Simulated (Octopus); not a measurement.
Crystal: KCl (Sylvite).

```
K Cl
1.0
     0.00000    3.14647    3.14647
     3.14647    0.00000    3.14647
     3.14647    3.14647    0.00000
K Cl
1 1
Direct
  0.00000 0.00000 0.00000
  0.50000 0.50000 0.50000
```

Base run:

* Program: Octopus 16.4
* Functional: PBE
* Potentials or basis: pseudodojo_pbe (PseudoDojo 0.5, PBE)
* Grid spacing: 0.139 Å
* k mesh: 7 × 7 × 7
* Occupations: fermi-dirac, width 0.05 eV
* Spin: no spin polarisation

Its results: band gap on the k mesh 5.19 eV, direct.

Q: The run is repeated on the same cell with these changes: functional from PBE to PBEsol; potentials or basis from pseudodojo_pbe (PseudoDojo 0.5, PBE) to pseudodojo_pbesol (PseudoDojo 0.4, PBEsol). What comes out?

A: Band gap on the k mesh 5.03 eV, direct.

Caveats: an odd mesh through Γ misses points on the zone boundary, where band edges often lie.

Not every run made on this cell is shown here.
